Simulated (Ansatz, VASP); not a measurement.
Given: the input of a run of Ansatz 0.2.0 on Hf. This isn't the form of Hf at room conditions, which is hcp.

Contents of input.yaml:

```yaml
crystal:
  lattice:
    - [2.91381, 0.0, 0.0]
    - [0.0, 2.91381, 0.0]
    - [0.0, 0.0, 2.91381]
  atoms:
    - { symbol: Hf, position: [0.5, 0.5, 0.5] }
kpoints:
  mp_grid: { grid: [9, 9, 9] }
scf:
  occupations: { method: fermi_dirac, width: 0.05 }
hamiltonian:
  xc: pbe
  pseudopotentials: { kind: all_electron, lapw: { basis_error: 0.001 } }
output:
  forces: true
  stress: true
  eigenvalues: true
  populations: true
```

Potentials or basis: all-electron LAPW, scalar-relativistic.

Launch:

```sh
$ ansatz run input.yaml --threads 1 --pin off --max-ram 3072MiB --backend cpu --events-out ev --progress --plain --runs-dir out
```

Question: What does the same run look like in VASP 6.6.1? Potentials or basis there: PBE PAW files Hf_pv, 520 eV.

Answer: As run (cutoffs and basis follow the program's own potentials, and thresholds, step limits or extra output files can differ):

Contents of INCAR:

```
SYSTEM = Hf
ALGO     = Normal         ! electronic algorithm
EDIFF    = 1E-7           ! SCF threshold, eV
ENCUT    = 520            ! plane-wave cutoff, eV
GGA      = PE             ! functional
ISIF     = 2              ! what is computed and relaxed
ISMEAR   = -1             ! smearing method
LASPH    = .True.         ! aspherical terms in the spheres
LCHARG   = .False.        ! write CHGCAR
LREAL    = .False.        ! projectors in reciprocal space
LWAVE    = .False.        ! write WAVECAR
NBANDS   = 11             ! bands
NELM     = 60             ! most SCF steps
PREC     = Accurate       ! precision mode
SIGMA    = 0.05           ! smearing width, eV
```

The input KPOINTS:

```
k-points
0
Gamma
  9 9 9
  0 0 0
```

File POSCAR:

```
Hf
1.0
    2.9138100000      0.0000000000      0.0000000000
    0.0000000000      2.9138100000      0.0000000000
    0.0000000000      0.0000000000      2.9138100000
Hf
1
Direct
    0.5000000000      0.5000000000      0.5000000000
```

Potentials or basis: VASP PAW PBE potentials, release 64 (Hf_pv).

Run with:

```sh
$ cat potpaw_PBE.64/Hf_pv/POTCAR > POTCAR
$ mpirun -np 1 vasp_std > vasp.out
```

Both were run:

|  | Ansatz | VASP |
| --- | --- | --- |
| Pressure | 0.1 GPa | -0.2 GPa |

Where Ansatz's input types no cutoff or centring, it takes its own default and a Γ-centred mesh.

Pressure is positive in compression.
